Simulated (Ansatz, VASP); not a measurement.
## KMgF3: VASP beside Ansatz

INCAR

```
ALGO = Normal
EDIFF = 1E-6
ENCUT = 520
GGA = PE
ISIF = 2
ISMEAR = -1
LASPH = T
LCHARG = F
LREAL = F
LWAVE = F
NBANDS = 24
NELM = 100
PREC = Accurate
SIGMA = 0.02
```

KPOINTS

```
k-points
0
Gamma
  6 6 6
```

POSCAR

```
KMgF3
1.0
    3.9802385405      0.0000000000      0.0000000000
    0.0000000000      3.9802385405      0.0000000000
    0.0000000000      0.0000000000      3.9802385405
K Mg F
1 1 3
Direct
    0.0000000000      0.0000000000      0.0000000000
    0.5000000000      0.5000000000      0.5000000000
    0.5000000000      0.5000000000      0.0000000000
    0.5000000000      0.0000000000      0.5000000000
    0.0000000000      0.5000000000      0.5000000000
```

Input for Ansatz:

```yaml
crystal:
  lattice:
    - [3.9802385405, 0.0, 0.0]
    - [0.0, 3.9802385405, 0.0]
    - [0.0, 0.0, 3.9802385405]
  atoms:
    - { symbol: K, position: [0.0, 0.0, 0.0] }
    - { symbol: Mg, position: [0.5, 0.5, 0.5] }
    - { symbol: F, position: [0.5, 0.5, 0.0] }
    - { symbol: F, position: [0.5, 0.0, 0.5] }
    - { symbol: F, position: [0.0, 0.5, 0.5] }
kpoints:
  mp_grid: { grid: [6, 6, 6] }
  band_path:
    path: [[0.0, 0.0, 0.0], [0.0, 0.5, 0.0], [0.5, 0.5, 0.0], [0.5, 0.5, 0.5]]
    npoints: 1
hamiltonian:
  xc: pbe
scf:
  occupations: { method: fermi_dirac, width: 0.02 }
  n_extra_bands: 5
output:
  forces: true
  stress: true
  eigenvalues: true
```

The cell was built by a generator and needn't be a form met in nature.

Alike in both runs: task single point; functional PBE; k mesh 6 × 6 × 6; occupations fermi-dirac, width 0.02 eV; no spin polarisation.

|  | VASP | Ansatz |
| --- | --- | --- |
| version | VASP 6.6.1 | Ansatz 0.2.0 |
| potentials or method | VASP PAW PBE potentials, release 64 (K_sv, Mg, F) | plane waves, PAW |
| plane-wave cutoff (eV) | 520 | 420 |
| valence electrons in the cell | 32 | 40 |

|  | VASP | Ansatz | Ansatz less VASP |
| --- | --- | --- | --- |
| gap on the k mesh at the Fermi level (eV) | 7.34 | 7.37 | +0.030 |
| pressure (GPa) | 3.7 | 4.1 | +0.43 |

The functional is the same, so the differences come from potentials, cutoffs and numerics. The two sets of potentials don't hold the same shells in valence.

A k mesh can miss the band edges.
